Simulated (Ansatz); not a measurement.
Bulk crystal (ZrS$_{2}$) after relaxation:

```cif
data_structure
_symmetry_space_group_name_H-M 'P 1'
_symmetry_Int_Tables_number 1
_cell_length_a 3.6274
_cell_length_b 3.6274
_cell_length_c 5.8808
_cell_angle_alpha 90.000
_cell_angle_beta 90.000
_cell_angle_gamma 120.000
_cell_volume 67.01
loop_
_atom_site_label
_atom_site_type_symbol
_atom_site_fract_x
_atom_site_fract_y
_atom_site_fract_z
_atom_site_occupancy
Zr1 Zr 0.00000 0.00000 0.00000 1
S1 S 0.33333 0.66667 0.24709 1
S2 S 0.66667 0.33333 0.75291 1
```

Miller indices refer to the conventional cell of P-3m1 (No. 164), a = 3.627 Å, b = 3.627 Å, c = 5.881 Å, α = 90.00°, β = 90.00°, γ = 120.00°. The bulk's gap is 0.76 eV.

The (102) slab of 17 planes, 12.1 Å thick with 15 Å of vacuum as cut; outer planes S (top) and S (bottom).

The calculation used DFT PBEsol, scalar-relativistic, plane waves, PAW in Ansatz. Plane waves to 420 eV, a k mesh through Γ of 7×3×1 on the computed 17-atom cell and Gaussian smearing (0.05 eV); no spin polarisation. The cell repeats along c with a dipole correction in the vacuum.

The slab isn't stoichiometric (Zr5S12), so its surface energy depends on the chemical potentials; it is given with the excess atoms taken from the element's standard state, a limit at which the compound may itself be unstable, so the figure can be too low. On relaxing, some neighbouring planes pass each other, so their spacing turns negative.

Results for the relaxed slab:

```yaml
Surface_energy_with_the_excess_atoms_taken_from_the_elements: 1.12 J/m²
Gap_of_the_slab_on_the_mesh: 0.23 eV
Bulk_valence_band_top_under_the_vacuum_level: 6.43 eV
Bulk_conduction_band_bottom_under_the_vacuum_level: 5.67 eV
```

Relaxation lowers the energy by 0.328 J/m² a face; the largest move is 1.786 Å.

```tsv
plane (bottom to top)	atoms	spacing to next, bulk (Å)	relaxed (Å)	change (%)
1	S	1.406	-0.074	-105.3
2	S	0.370	1.859	+402.0
3	Zr	0.370	0.354	-4.5
4	S	1.406	1.408	+0.2
5	S	0.370	0.384	+3.8
6	Zr	0.370	0.358	-3.4
7	S	1.406	1.417	+0.8
8	S	0.370	0.362	-2.3
9	Zr	0.370	0.362	-2.2
10	S	1.406	1.417	+0.8
11	S	0.370	0.358	-3.4
12	Zr	0.370	0.384	+3.8
13	S	1.406	1.409	+0.2
14	S	0.370	0.353	-4.6
15	Zr	0.370	1.859	+402.0
16	S	1.406	-0.074	-105.3
17	S
```

The gap is read on a mesh, which can miss the band edges, so it can be too wide. Gaps are read on the k points sampled, so a band crossing between them can be missed.